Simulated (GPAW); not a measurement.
Crystal: CuAu.

```
Au Cu
1.0
     2.81075    0.00000    0.00000
     0.00000    2.81075    0.00000
     0.00000    0.00000    3.68500
Au Cu
1 1
Direct
  0.00000 0.00000 0.00000
  0.50000 0.50000 0.50000
```

- Program: GPAW 26.7.0
- Task: single point
- Functional: PBE
- Potentials or basis: GPAW PAW data sets (gpaw-data 1.2.1)
- Cutoff: 600 eV
- Basis: pw
- k mesh: 9 × 9 × 7
- Occupations: fermi-dirac, width 0.05 eV
- Spin: no spin polarisation

On this cell: pressure 6.5 GPa; largest force under 0.003 eV/Å; band gap on the k mesh none (metal or under the smearing width).

The same run follows on a disturbed copy (atoms moved at random, drawn with an rms of 0.05 Å):

```xyz
2
Lattice="2.8107 0.0000 0.0000 0.0000 2.8107 0.0000 0.0000 0.0000 3.6850" Properties=species:S:1:pos:R:3 pbc="T T T"
Au   -0.0198    0.0089   -0.0574
Cu    1.3957    1.3765    1.8232
```

What does the disturbed cell give?

The energy (extrapolated to zero smearing) moves by +4.2 meV/atom; pressure 6.7 GPa; largest force 0.324 eV/Å; band gap on the k mesh none (metal or under the smearing width).

Forces on the atoms (eV/Å):
```
Au   0.039 -0.143  0.288
Cu  -0.039  0.143 -0.288
```

Stress tensor (GPa, compression positive):
```
 7.07 -0.02  0.05
-0.02  7.02 -0.18
 0.05 -0.18  6.11
```

Caveats: with these Cu and Au data sets, volumes or pressures lay over 1.5 % or 2 GPa off other programs in two to four cells of ten.
